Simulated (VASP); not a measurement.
Input of a VASP 6.6.1 run:

Contents of INCAR:

```
PREC = Accurate
ENCUT = 600
EDIFF = 1E-6
ISMEAR = 0
SIGMA = 0.03
LREAL = False
LASPH = True
NELM = 80
ALGO = Normal
ISIF = 3
LWAVE = False
LCHARG = False
GGA = PS
IBRION = 2
NSW = 90
EDIFFG = -0.01
LATTICE_CONSTRAINTS = .TRUE. .TRUE. .FALSE.
```

The input KPOINTS:

```
regular mesh
0
Gamma
  12 12 1
```

File POSCAR:

```
Te2Mo
1.0
    3.5182000000      0.0000000000      0.0000000000
   -1.7591000000      3.0468505800      0.0000000000
    0.0000000000      0.0000000000     21.6051888000
Te Mo
2 1
Direct
    0.3333333300      0.6666666700      0.4165666000
    0.3333333300      0.6666666700      0.5834334000
    0.6666666700      0.3333333300      0.5000000000
```

Potentials or basis: VASP PAW PBE potentials, release 64 (Te, Mo_sv).

The run is started by

```sh
$ cat potpaw_PBE.64/Te/POTCAR potpaw_PBE.64/Mo_sv/POTCAR > POTCAR
$ mpirun -np 1 vasp_std > vasp.out
```

(1) What does it give for the band gap on the k mesh?

(2) Estimate the space group after relaxing (to 0.05 Å).

Results:

(1) 1.21 eV, direct.

(2) P-6m2 (No. 187).

Caveat: spin-orbit coupling is left out, which moves the levels of the heavy elements.
